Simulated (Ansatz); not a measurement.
All numbers below come from Ansatz 0.2.0, DFT PBE, scalar-relativistic, plane waves, PAW. Settings: cutoff 420 eV, Γ-centred meshes spaced at most about 0.3 Å⁻¹, and about 0.25 Å⁻¹ or finer for metals (2π included), Gaussian smearing. No spin polarisation.

Temperature and zero-point effects are left out.

Two relaxed structures of YZr2O2:

A.

```
Y Zr O
1.0
    -2.11749    2.11749    5.73530
     2.11749   -2.11749    5.73530
     2.11749    2.11749   -5.73530
Y Zr O
1 2 2
Direct
  0.00000 0.00000 0.00000
  0.75000 0.25000 0.50000
  0.25000 0.75000 0.50000
  0.19773 0.19773 0.00000
  0.80227 0.80227 0.00000
```

B.

```
Y Zr O
1.0
     5.05915    0.00000    0.00000
    -2.52958    4.38135    0.00000
     0.00000    0.00000    4.09749
Y Zr O
1 2 2
Direct
  0.00000 0.00000 0.00000
  0.33333 0.66667 0.50000
  0.66667 0.33333 0.50000
  0.33333 0.66667 0.00000
  0.66667 0.33333 0.00000
```

Question: Which would you expect to be lower, and how large is the difference?

Answer: A is lower, by 82 meV/atom. A has space group I4/mmm (No. 139), 20.6 Å³/atom and no gap on its mesh; B has space group P6/mmm (No. 191), 18.2 Å³/atom and no gap. Counting O atoms around Y and Zr (those within 1.25 times the shortest such distance or 1.15 times the sum of covalent radii), A has Y 2, Zr 4 and B has Y 6, Zr 2. The lower one is the more open, so pressure narrows the difference. Both come from invented guesses. The lowest form computed isn't among them: it has space group P-3m1 (No. 164), 15.3 Å³/atom and lies 0.36 eV/atom below the best shown.

In I4/mmm, P6/mmm an odd number of electrons in the primitive cell allows no gap without spin; a larger cell or a magnetic state could open one. A magnetic state wasn't ruled out in cells without spin, among them I4/mmm, P6/mmm. Cells relaxed within their symmetry can be saddle points. Some candidate types were left out of the draw beforehand, so a known form may be missing.
